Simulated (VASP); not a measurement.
Sc, 1 atom in the cell. Symmetry: I4/mmm, No. 139, tetragonal system. Conventional cell: a = 3.834 Å, b = 3.834 Å, c = 3.435 Å, α = 90.00°, β = 90.00°, γ = 90.00°. Around Sc (site symmetry 4/mmm) lie 10 Sc at 3.21 to 3.44 Å. This isn't the form of Sc at room conditions, which is hcp.

```yaml
Program: VASP 6.6.1
Task: relaxation of cell and atoms
Functional: LDA
Potentials_or_basis: VASP PAW LDA potentials, release 64 (Sc_sv)
Cutoff: 600 eV
k_mesh: 10 × 10 × 10
Occupations: gaussian, width 0.05 eV
Spin: no spin polarisation
Hubbard_terms: Sc d U = 2 eV
Optimiser: vasp
Further_INCAR_settings: ALGO = Fast; EDIFF = 1.00e-06; IBRION = 2; EDIFFG = -1.00e-02; NSW = 60; ISIF = 3
```

Potentials or basis: VASP PAW LDA potentials, release 64 (Sc_sv).

Launch:

```console
$ python run.py
```

Hardware: 1 thread of Intel(R) Xeon(R) Platinum 8375C CPU @ 2.90GHz (Ice Lake), with other jobs on the host.

**Question.** Estimate the wall time of this run.

**Answer.** It took 3.1 min on 1 thread of Intel(R) Xeon(R) Platinum 8375C CPU @ 2.90GHz (Ice Lake), with other jobs on the host, peak memory 0.17 GiB. Counts: scf iterations 86, k points 102, ion steps 10.
